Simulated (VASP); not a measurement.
Wanted: the native input for a VASP 6.6.1 run.

| Item | Value |
| --- | --- |
| Task | single point |
| Functional | PBE0 |
| Potentials or basis | VASP PAW PBE potentials, release 64 (B, As) |
| Cutoff | 520 eV |
| k mesh | 5 × 5 × 5 |
| Occupations | gaussian, width 0.02 eV |
| Spin | no spin polarisation |
| Grid for exact exchange (PRECFOCK) | Fast |
| Exchange at q = 0 | truncated |
| Further INCAR settings | ALGO = Normal; EDIFF = 1e-07; NBANDS = 11 |

BAs:

```
B As
1.0
     0.00000    2.38890    2.38890
     2.38890    0.00000    2.38890
     2.38890    2.38890    0.00000
B As
1 1
Cartesian
  0.0000 0.0000 0.0000
  1.1945 1.1945 1.1945
```

The cell was built by a generator and needn't be a form met in nature.

The input as run:

POSCAR

```
BAs
1.0
    0.0000000000      2.3889000000      2.3889000000
    2.3889000000      0.0000000000      2.3889000000
    2.3889000000      2.3889000000      0.0000000000
B As
1 1
Direct
    0.0000000000      0.0000000000      0.0000000000
    0.2500000000      0.2500000000      0.2500000000
```

INCAR.step1

```
SYSTEM = BAs
PREC = Accurate ; ENCUT = 520
EDIFF = 1E-5 ; ISMEAR = 0
SIGMA = 0.02 ; LREAL = .FALSE.
LASPH = .TRUE. ; NELM = 100
ALGO = Normal ; ISIF = 2
LWAVE = .TRUE. ; LCHARG = .FALSE.
NBANDS = 11 ; GGA = PE
```

INCAR.step2

```
SYSTEM = BAs
PREC = Accurate ; ENCUT = 520
EDIFF = 1E-7 ; ISMEAR = 0
SIGMA = 0.02 ; LREAL = .FALSE.
LASPH = .TRUE. ; NELM = 100
ALGO = Normal ; ISIF = 2
LWAVE = .FALSE. ; LCHARG = .FALSE.
GGA = PE ; LHFCALC = .TRUE.
AEXX = 0.25 ; PRECFOCK = Fast
HFRCUT = -1 ; NBANDS = 11
ISTART = 1
```

KPOINTS

```
regular mesh
0
G
  5 5 5
  0 0 0
```

Potentials or basis: VASP PAW PBE potentials, release 64 (B, As).

The run is started by

```bash
$ cat potpaw_PBE.64/B/POTCAR potpaw_PBE.64/As/POTCAR > POTCAR
$ cp INCAR.step1 INCAR
$ mpirun -np 1 vasp_std > vasp.out
$ cp INCAR.step2 INCAR
$ mpirun -np 1 vasp_std > vasp.out
```

It gave:

* Pressure: -0.7 GPa
* Band gap on the k mesh: 2.55 eV, indirect (least direct gap 4.82 eV)

Caveat: the k mesh is coarse (spacing up to 0.46 Å⁻¹), so the values aren't converged, least of all with exact exchange; the PAW data sets were made with another functional, which shifts forces and pressure a little; an odd mesh through Γ misses points on the zone boundary, where band edges often lie.

Run time: 110 s on 1 thread of AMD EPYC 7R13 Processor (Zen 3) (shared host), peak memory 0.13 GiB.
